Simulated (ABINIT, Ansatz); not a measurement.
# BAs (F-43m): G0W0 with ABINIT, start to end, part 2 of 3

Aim: the G0W0 gap of BAs (F-43m) on PBE, step by step.

ABINIT 10.8.3; PBE and many-body steps on it, plane waves. Known limits of the many-body steps: not at the basis limit; no spin-orbit coupling.

So far. Step 2 (Ground state): The gap is indirect, with the least direct gap 2.08 eV higher.

### Step 3. Bands along the symmetry lines

Level of this step: DFT, PBE, plane waves, norm-conserving pseudopotentials (ABINIT).

Levels along a band path, at the cheap level, show where the edges lie and whether the meshes to come will hold them.

File run.abi:

```
acell 3*1.0 Angstrom
rprim 
  -0.000000000000 2.388500000000 2.388500000000
  2.388500000000 -0.000000000000 2.388500000000
  2.388500000000 2.388500000000 -0.000000000000
ntypat 2
znucl 5 33
natom 2
typat 1 2
xred 
  0.000000000000 0.000000000000 0.000000000000
  0.250000000000 0.250000000000 0.250000000000
pp_dirpath "pseudos"
pseudos "B.upf, As.upf"
ecut 44
iscf -2
irdden 1
kptopt 0
nkpt 50
kpt 
  0.00000000 0.00000000 0.00000000
  -0.06250000 -0.06250000 0.00000000
  -0.12500000 -0.12500000 0.00000000
  -0.18750000 -0.18750000 0.00000000
  -0.25000000 -0.25000000 0.00000000
  -0.31250000 -0.31250000 0.00000000
  -0.37500000 -0.37500000 0.00000000
  -0.43750000 -0.43750000 0.00000000
  -0.50000000 -0.50000000 0.00000000
  -0.48437500 -0.48437500 0.03125000
  -0.46875000 -0.46875000 0.06250000
  -0.45312500 -0.45312500 0.09375000
  -0.43750000 -0.43750000 0.12500000
  -0.42187500 -0.42187500 0.15625000
  -0.40625000 -0.40625000 0.18750000
  -0.39062500 -0.39062500 0.21875000
  -0.37500000 -0.37500000 0.25000000
  -0.37500000 0.00000000 0.37500000
  -0.32812500 0.00000000 0.32812500
  -0.28125000 0.00000000 0.28125000
  -0.23437500 0.00000000 0.23437500
  -0.18750000 0.00000000 0.18750000
  -0.14062500 0.00000000 0.14062500
  -0.09375000 0.00000000 0.09375000
  -0.04687500 0.00000000 0.04687500
  0.00000000 0.00000000 0.00000000
  0.00000000 0.00000000 0.06250000
  0.00000000 0.00000000 0.12500000
  0.00000000 0.00000000 0.18750000
  0.00000000 0.00000000 0.25000000
  0.00000000 0.00000000 0.31250000
  0.00000000 0.00000000 0.37500000
  0.00000000 0.00000000 0.43750000
  -0.00000000 -0.00000000 0.50000000
  -0.06250000 -0.03125000 0.46875000
  -0.12500000 -0.06250000 0.43750000
  -0.18750000 -0.09375000 0.40625000
  -0.25000000 -0.12500000 0.37500000
  -0.31250000 -0.15625000 0.34375000
  -0.37500000 -0.18750000 0.31250000
  -0.43750000 -0.21875000 0.28125000
  -0.50000000 -0.25000000 0.25000000
  -0.50000000 -0.28125000 0.21875000
  -0.50000000 -0.31250000 0.18750000
  -0.50000000 -0.34375000 0.15625000
  -0.50000000 -0.37500000 0.12500000
  -0.50000000 -0.40625000 0.09375000
  -0.50000000 -0.43750000 0.06250000
  -0.50000000 -0.46875000 0.03125000
  -0.50000000 -0.50000000 0.00000000
istwfk *1
nband 20
nbdbuf 2
tolwfr 1e-08
nstep 40
prtwf 0
prtvol 0
indata_prefix "in"
outdata_prefix "out"
tmpdata_prefix "tmp"
```

On the command line:

```
$ OMP_NUM_THREADS=1 mpirun -n 4 abinit run.abi > log
```

Numbers of over 12 decimals in the logs are rounded to 6 here.

The log of the run:

```text
.Version 10.8.3 of ABINIT. v10.8.2 released Aug 2026.

 Symmetries : space group F-4 3 m (#216); Bravais cF (face-center cubic)
[... echo of the input left out ...]
== DATASET  1 ==================================================================
-   mpi_nproc: 4, omp_nthreads: 1 (-1 if OMP is not activated)

--- !DatasetInfo
iteration_state: {dtset: 1, }
dimensions: {natom: 2, nkpt: 50, mband: 20, nsppol: 1, nspinor: 1, nspden: 1, mpw: 2637, }
cutoff_energies: {ecut:  44.0, pawecutdg:  -1.0, }
electrons: {nelect:   2.60000000E+01, charge:   0.00000000E+00, occopt:   1.00000000E+00, tsmear:   1.00000000E-02, }

 Real(R)+Recip(G) space primitive vectors, cartesian coordinates (Bohr,Bohr^-1):
 R(1)=  0.0000000  4.5136109  4.5136109  G(1)= -0.1107761  0.1107761  0.1107761
 R(2)=  4.5136109  0.0000000  4.5136109  G(2)=  0.1107761 -0.1107761  0.1107761
 R(3)=  4.5136109  4.5136109  0.0000000  G(3)=  0.1107761  0.1107761 -0.1107761
 Unit cell volume ucvol=  1.8390873E+02 bohr^3
 Angles (23,13,12)=  6.00000000E+01  6.00000000E+01  6.00000000E+01 degrees

 getcut: wavevector=  0.0000  0.0000  0.0000  ngfft=  40  40  40
         ecut(hartree)=     44.000   => boxcut(ratio)=   2.09860

--- Pseudopotential description ------------------------------------------------
- B Generated using ONCVPSP code by D. R. Hamann
-  5.00000   3.00000  171031                  znucl, zion, pspdat
12 -101130 1 -1 1534                          pspcod,pspxc,lmax,lloc,mmax
     nproj     2     2     0
  pspatm : epsatm=    3.38844616
         --- l  ekb(1:nproj) -->
             0    8.382104    1.234201
             1   -3.719492   -0.867526
 pspatm: atomic psp has been read  and splines computed

- As Generated using ONCVPSP code by D. R. Hamann
- 33.00000  23.00000  171031                  znucl, zion, pspdat
12 -101130 2 -1 1358                          pspcod,pspxc,lmax,lloc,mmax
     nproj     2     2     2
  pspatm : epsatm=   24.77333152
         --- l  ekb(1:nproj) -->
             0    4.034276   -2.353825
[...]
pspatm: atomic psp has been read  and splines computed

--------------------------------------------------------------------------------

================================================================================
 prteigrs : about to open file out_EIG
 Non-SCF case, kpt    1 (  0.00000  0.00000  0.00000), residuals and eigenvalues=
  2.91E-09  2.27E-09  2.60E-09  5.24E-09  3.85E-09  5.15E-09  6.73E-09  4.34E-09
  4.72E-09  6.67E-09  9.35E-09  1.34E-09  5.03E-09  6.15E-09  1.57E-09  7.14E-09
  7.81E-09  8.07E-09  3.07E-05  4.56E-04
 -6.5247E+00 -4.4426E+00 -4.4426E+00 -4.4426E+00 -1.0247E+00 -1.0247E+00
 -1.0247E+00 -1.0240E+00 -1.0240E+00 -2.7205E-01  2.9395E-01  2.9395E-01
  2.9395E-01  4.1483E-01  4.1483E-01  4.1483E-01  4.6596E-01  6.4661E-01
  7.7817E-01  7.7837E-01
 Non-SCF case, kpt    2 ( -0.06250 -0.06250  0.00000), residuals and eigenvalues=
[...]
7.2574E-01  7.8221E-01
 Non-SCF case, kpt    3 ( -0.12500 -0.12500  0.00000), residuals and eigenvalues=
[...]
9.82E-09  5.89E-09  1.24E-08  6.59E-05
[...]
6.9492E-01  7.9229E-01
[...]
Non-SCF case, kpt   49 ( -0.50000 -0.46875  0.03125), residuals and eigenvalues=
[...]
9.1874E-01  9.4146E-01
 Non-SCF case, kpt   50 ( -0.50000 -0.50000  0.00000), residuals and eigenvalues=
[...]
-1.0239E+00 -1.0239E+00 -1.0235E+00 -1.1853E-01 -1.8916E-02  1.4425E-01
  1.4425E-01  3.4735E-01  3.4754E-01  7.1279E-01  7.1279E-01  7.6721E-01
  9.2947E-01  9.5735E-01

--- !ResultsGS
iteration_state: {dtset: 1, }
comment   : Summary of ground state results
lattice_vectors:
- [ -0.0000000,   4.5136109,   4.5136109, ]
- [  4.5136109,  -0.0000000,   4.5136109, ]
- [  4.5136109,   4.5136109,  -0.0000000, ]
lattice_lengths: [   6.38321,    6.38321,    6.38321, ]
lattice_angles: [ 60.000,  60.000,  60.000, ] # degrees, (23, 13, 12)
lattice_volume:   1.8390873E+02
convergence: {deltae:  0.000E+00, res2:  0.000E+00, residm:  9.990E-09, diffor:  0.000E+00, }
etotal    :  -3.08192795E+02
entropy   :   0.00000000E+00
fermie    :   2.93949411E-01
cartesian_stress_tensor: null
pressure_GPa: null
xred      :
- [  0.0000E+00,   0.0000E+00,   0.0000E+00,  B]
- [  2.5000E-01,   2.5000E-01,   2.5000E-01, As]
cartesian_forces: null
force_length_stats: {min: null, max: null, mean: null, }

 Integrated electronic density in atomic spheres:
 ------------------------------------------------
 Atom  Sphere_radius  Integrated_density
[...]
================================================================================

 ----iterations are completed or convergence reached----

 Mean square residual over all n,k,spin=   48.803E-10; max=  99.902E-10
 reduced coordinates (array xred) for    2 atoms
       0.000000000000      0.000000000000      0.000000000000
       0.250000000000      0.250000000000      0.250000000000

 cartesian coordinates (angstrom) at end:
[...]
length scales=  1.889726125908  1.889726125908  1.889726125908 bohr
              =  1.000000000000  1.000000000000  1.000000000000 angstroms
 prteigrs : about to open file out_EIG
 Eigenvalues (hartree) for nkpt=  50  k points:
 kpt#   1, nband= 20, wtk=  1.00000, kpt=  0.0000  0.0000  0.0000 (reduced coord)
[...]
kpt#   2, nband= 20, wtk=  1.00000, kpt= -0.0625 -0.0625  0.0000 (reduced coord)
[...]
kpt#   3, nband= 20, wtk=  1.00000, kpt= -0.1250 -0.1250  0.0000 (reduced coord)
[...]
kpt#  49, nband= 20, wtk=  1.00000, kpt= -0.5000 -0.4687  0.0313 (reduced coord)
[...]
0.71038    0.76503    0.91874    0.94146
 kpt#  50, nband= 20, wtk=  1.00000, kpt= -0.5000 -0.5000  0.0000 (reduced coord)
  -6.52474   -4.44253   -4.44252   -4.44252   -1.02478   -1.02409   -1.02389   -1.02389
  -1.02352   -0.11853   -0.01892    0.14425    0.14425    0.34735    0.34754    0.71279
   0.71279    0.76721    0.92947    0.95735

== END DATASET(S) ==============================================================
================================================================================

 -outvars: echo values of variables after computation  --------
            nband          20
             nkpt          50
          spgroup         216
 [... the other variables as echoed above ...]

 Calculation completed.
```

The job ended after 20 s (4 MPI ranks of Intel Xeon Platinum 8375C at 2.90GHz (Ice Lake), shared host; peak memory 0.31 GiB; 80 s of CPU time).

Numbers from this step:

| Quantity | Value |
| --- | --- |
| gap | 1.208 eV |
| k of the valence top | 0, 0, 0 |
| k of the conduction bottom | -0.375, -0.375, 0 |
| least direct gap | 3.289 eV |

The gap is 1.208 eV, as in the run before at this level.

The electronic bands at the labelled points (eV, zero at the top of the highest filled band):

```csv
point,band 10,band 11,band 12,band 13,band 14,band 15,band 16,band 17
Γ,-15.40,0.00,0.00,0.00,3.29,3.29,3.29,4.68
halfway,-14.06,-4.10,-2.70,-2.70,1.67,4.55,7.42,7.42
X,-11.22,-8.51,-4.07,-4.07,1.45,1.46,11.40,11.40
halfway,-11.19,-8.41,-4.90,-3.92,1.61,2.81,10.72,10.82
U,-11.27,-8.13,-5.94,-3.48,2.06,5.56,9.24,9.78
jump to K,-11.27,-8.13,-5.94,-3.48,2.06,5.56,9.24,9.78
halfway,-13.92,-5.13,-3.78,-1.13,3.99,4.92,5.80,7.01
Γ,-15.40,0.00,0.00,0.00,3.29,3.29,3.29,4.68
halfway,-14.40,-4.93,-1.15,-1.15,3.07,4.67,4.67,7.91
L,-12.53,-8.77,-1.82,-1.82,2.70,4.81,4.81,8.90
halfway,-11.96,-8.28,-4.55,-3.07,3.99,4.79,7.48,9.06
W,-11.07,-8.05,-5.48,-5.19,5.28,5.95,6.84,7.06
halfway,-11.15,-8.31,-4.81,-4.69,2.90,3.02,9.72,10.01
X,-11.22,-8.51,-4.07,-4.07,1.45,1.46,11.40,11.40
```

The electronic bands as a text plot (rows in eV, shown from -8.0 to 7.2 only):

```
    6.9 |                   +++++++        +            +++
    6.3 |    +                     ++    ++          +   ++
    5.6 |  +++            +   +++                   +   +  +
    5.0 |++++            +      +++  ++++    +++++++  ++ +++
    4.4 |     ++                 ++++      ++       ++ ++   +
    3.7 | +     ++      +     ++++++++  +++          ++
    3.1 |++            +    ++       +++ +++++++  +++        +
    2.5 |  ++     +        +                    ++            +
    1.8 |    +++   ++ +++++                                    ++
    1.2 |       +++++++
    0.6 |
   -0.1 |**                        ******
   -0.7 | *                      **  *  ****
   -1.3 |  **                   *  **       ****
   -2.0 |    *                **   **    **     *****
   -2.6 |    ***            **   **                 **
   -3.2 |       **        **               *          *
   -3.9 |     **  ********      ***                  * *        *
   -4.5 |             *       **                      * **   ***
   -5.1 |              **       *           *          *  ***
   -5.8 |       **       *****                          ***
   -6.4 |                     **             **
   -7.0 |         *         **
   -7.7 |          **      *                   *        *
         Γ           X  U|K            Γ         L        W     X
```

### Step 4. Empty states on the mesh, 6×6×6 mesh, 516 bands

The sums over transitions need many empty states on a uniform mesh; this step solves for them.

File run.abi:

```
acell 3*1.0 Angstrom
rprim 
  -0.000000000000 2.388500000000 2.388500000000
  2.388500000000 -0.000000000000 2.388500000000
  2.388500000000 2.388500000000 -0.000000000000
ntypat 2
znucl 5 33
natom 2
typat 1 2
xred 
  0.000000000000 0.000000000000 0.000000000000
  0.250000000000 0.250000000000 0.250000000000
pp_dirpath "pseudos"
pseudos "B.upf, As.upf"
ecut 44
ngkpt 6 6 6
nshiftk 1
shiftk 0 0 0
kptopt 1
chksymbreak 0
irdden 1
istwfk *1
nband 516
prtvol 0
optdriver 6
gwr_task "HDIAGO"
paral_kgb 0
occopt 1
indata_prefix "in"
outdata_prefix "out"
tmpdata_prefix "tmp"
```

The log of the run:

```text
[banner, memory and clock lines left out]
.Version 10.8.3 of ABINIT. v10.8.2 released Aug 2026.

 Symmetries : space group F-4 3 m (#216); Bravais cF (face-center cubic)
[... echo of the input left out ...]
== DATASET  1 ==================================================================
-   mpi_nproc: 4, omp_nthreads: 1 (-1 if OMP is not activated)

--- !DatasetInfo
iteration_state: {dtset: 1, }
dimensions: {natom: 2, nkpt: 16, mband: 516, nsppol: 1, nspinor: 1, nspden: 1, mpw: 2637, }
cutoff_energies: {ecut:  44.0, pawecutdg:  -1.0, }
electrons: {nelect:   2.60000000E+01, charge:   0.00000000E+00, occopt:   1.00000000E+00, tsmear:   1.00000000E-02, }

.Using double precision arithmetic; gwpc =  8

- Reading GS density from: in_DEN

--- Pseudopotential description ------------------------------------------------
- B Generated using ONCVPSP code by D. R. Hamann
-  5.00000   3.00000  171031                  znucl, zion, pspdat
12 -101130 1 -1 1534                          pspcod,pspxc,lmax,lloc,mmax
     nproj     2     2     0
  pspatm : epsatm=    3.38844616
         --- l  ekb(1:nproj) -->
             0    8.382104    1.234201
             1   -3.719492   -0.867526
 pspatm: atomic psp has been read  and splines computed

- As Generated using ONCVPSP code by D. R. Hamann
- 33.00000  23.00000  171031                  znucl, zion, pspdat
12 -101130 2 -1 1358                          pspcod,pspxc,lmax,lloc,mmax
     nproj     2     2     2
  pspatm : epsatm=   24.77333152
         --- l  ekb(1:nproj) -->
             0    4.034276   -2.353825
             1   -6.723548   -2.113112
             2  -10.105298   -4.355719
 pspatm: atomic psp has been read  and splines computed

   7.32206220E+02                                ecore*ucvol(ha*bohr**3)

 Total charge density [el/Bohr^3]
)     Maximum=    7.0999E+00  at reduced coord.    0.2000    0.3000    0.3000
)     Minimum=    4.5090E-03  at reduced coord.    0.7500    0.7500    0.7500
   Integrated=    2.6000E+01

 === KS gaps after direct diagonalization ===
 Indirect band gap semiconductor
 Fundamental gap:     1.293 (eV)
   VBM:     7.999 (eV) at k: [ 0.0000E+00,  0.0000E+00,  0.0000E+00]
   CBM:     9.292 (eV) at k: [ 3.3333E-01,  3.3333E-01,  0.0000E+00]
 Direct gap:         3.289 (eV) at k: [ 0.0000E+00,  0.0000E+00,  0.0000E+00]

== END DATASET(S) ==============================================================

 -outvars: echo values of variables after computation  --------
           etotal      0.0000000000E+00
            nband         516
             nkpt          16
          spgroup         216
 [... the other variables as echoed above ...]

 Calculation completed.
```

Wall time 65 s (4 MPI ranks); peak memory 1.8 GiB; 4.3 min of CPU time.

Numbers from this step:

| Property | Result |
| --- | --- |
| gap | 1.293 eV |
| k of the valence top | 0, 0, 0 |
| k of the conduction bottom | 0.3333, 0.3333, 0 |
| least direct gap | 3.289 eV |
| k points computed | 16 |
| lowest point of the top converged band, above the valence top | 374.9317 eV |

On this mesh the gap is 1.293 eV. The earlier step found 1.208 eV, so this mesh misses an edge.

### Step 5. Screening, 6×6×6 mesh, 214 bands, screening to 283 eV

The RPA dielectric matrix is built and inverted for each q.

This step: RPA screening on PBE, plane waves, norm-conserving pseudopotentials.

Edit run.abi of step 4 so:

```diff
@@ -20,10 +20,11 @@
 chksymbreak 0
-irdden 1
 istwfk *1
-nband 516
-prtvol 0
-optdriver 6
-gwr_task "HDIAGO"
-paral_kgb 0
 occopt 1
+irdwfk 1
+optdriver 3
+nband 214
+ecuteps 10.4
+inclvkb 2
+awtr 1
+symchi 1
 indata_prefix "in"
```

The log of the run:

```text
.Version 10.8.3 of ABINIT. v10.8.2 released Aug 2026.

 Symmetries : space group F-4 3 m (#216); Bravais cF (face-center cubic)
[... echo of the input left out ...]
== DATASET  1 ==================================================================
-   mpi_nproc: 4, omp_nthreads: 1 (-1 if OMP is not activated)

--- !DatasetInfo
iteration_state: {dtset: 1, }
dimensions: {natom: 2, nkpt: 16, mband: 214, nsppol: 1, nspinor: 1, nspden: 1, mpw: 2637, }
cutoff_energies: {ecut:  44.0, pawecutdg:  -1.0, }
electrons: {nelect:   2.60000000E+01, charge:   0.00000000E+00, occopt:   1.00000000E+00, tsmear:   1.00000000E-02, }

 SCREENING: Calculation of the susceptibility and dielectric matrices

 Based on a program developped by R.W. Godby, V. Olevano, G. Onida, and L. Reining.
 Incorporated in ABINIT by V. Olevano, G.-M. Rignanese, and M. Torrent.
.Using double precision arithmetic ; gwpc =  8

[... cell and pseudopotentials left out ...]
--------------------------------------------------------------------------------

 ==== K-mesh for the wavefunctions ====
 Number of points in the irreducible wedge :    16
[... list of points left out ...]
 Together with 24 symmetry operations and time-reversal symmetry
 yields   216 points in the full Brillouin Zone.

 ==== Q-mesh for the screening function ====
 Number of points in the irreducible wedge :    16
[... list of points left out ...]
 Together with 24 symmetry operations and time-reversal symmetry
 yields   216 points in the full Brillouin Zone.

 setmesh: FFT mesh size selected  =    27x   27x   27
          total number of points  =        19683

 vcoul_init : cutoff-mode = AUXILIARY_FUNCTION
 q-points for optical limit:   1
     1)      0.000010    0.000020    0.000030

- screening: taking advantage of time-reversal symmetry
- Maximum band index for partially occupied states nbvw = 13
- Remaining bands to be divided among processors   nbcw = 201
- Number of bands treated by each node ~50

 Number of electrons calculated from density =   26.0000; Expected =   26.0000
 average of density, n =  0.141374
 r_s =    1.1908
 omega_plasma =   36.2695 [eV]

 calculating chi0 at frequencies [eV] :
  1    0.000000E+00    0.000000E+00
  2    0.000000E+00    3.626946E+01

--------------------------------------------------------------------------------
  q-point number  1        q = ( 0.000000, 0.000000, 0.000000) [r.l.u.]
--------------------------------------------------------------------------------
[... chi0 elements left out ...]
 For q-point:  0.000010 0.000020 0.000030
  dielectric constant =  10.5140
  dielectric constant without local fields =  11.5163

  Average fulfillment of the sum rule on Im[epsilon] for q-point    1 :     70.17  [%]
[... wings left out ...]
  q-point number  2        q = ( 0.166667, 0.000000, 0.000000) [r.l.u.]
--------------------------------------------------------------------------------
[... chi0 elements left out ...]
  Average fulfillment of the sum rule on Im[epsilon] for q-point    2 :     80.59  [%]

 [... 14 further q-points ...]
```

Wall time 8.4 min (4 MPI ranks); peak memory 1.9 GiB.

This step gave:

```yaml
eps_infinity_with_local_fields_on_this_mesh_along_the_program_s_q_direction: 10.51
the_same_without_local_fields: 11.52
plasma_frequency: 36.27 eV
plane_waves_in_the_screening_matrix: 283
```

Local fields lower ε∞ by 9 %.

[end of part 2 of 3]

[Paths, hosts, dates, memory and timing lines, banners, echoed tables and standing remarks are left out of the program output.]

[Logs are printed without paths, hosts, clocks, repeated set-up lines and the standing remarks that a program may print on its own settings, such as how far it seeks lower states.]

[Runs of the session that timed out or met a known fault of the program may be left out.]

[Hosts, paths, dates, database ids (printed as entryN), source tags and the programs' standing remarks are cut or masked in the printed files.]

[G0W0 gaps are taken among the corrected bands and points alone; a level outside them can change the order at an edge.]

[Where Ansatz stands beside ABINIT at settings called matched, ABINIT's density can come from a denser mesh and the files from another edition; pairs whose starting gaps differed by over 0.03 eV were left out, so agreement reads better than it is.]
